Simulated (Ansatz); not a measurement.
Crystal: Se.

```
Se
1.0
     4.36620    0.00000    0.00000
    -2.18310    3.78124    0.00000
     0.00000    0.00000    4.95360
Se
3
Direct
  0.77460 0.77460 0.00000
  0.00000 0.22540 0.66667
  0.22540 0.00000 0.33333
```

Base run:

| Item | Value |
| --- | --- |
| Program | Ansatz 0.2.0 |
| Functional | LDA |
| Potentials or basis | all-electron LAPW, scalar-relativistic |
| Cutoff | 299 eV |
| Density cutoff | 1196 eV |
| Basis error allowed | 0.002 eV/atom |
| k mesh | 7 × 7 × 6 |
| Occupations | fermi-dirac, width 0.05 eV |
| Spin | no spin polarisation |

Its results: band gap on the k mesh 1.10 eV, indirect (least direct gap 1.41 eV); pressure -1.3 GPa; largest force 0.212 eV/Å.

Question: The run is repeated on the same cell with these changes: functional from LDA to PBEsol. What comes out?

Answer: Band gap on the k mesh 1.14 eV, indirect (least direct gap 1.45 eV); pressure 0.2 GPa; largest force 0.283 eV/Å.

PBEsol binds less tightly than LDA, so the same cell stands under more pressure.

Caveats: the mesh misses the band edges, which the band path finds closer together.

Not every run made on this cell is shown here.
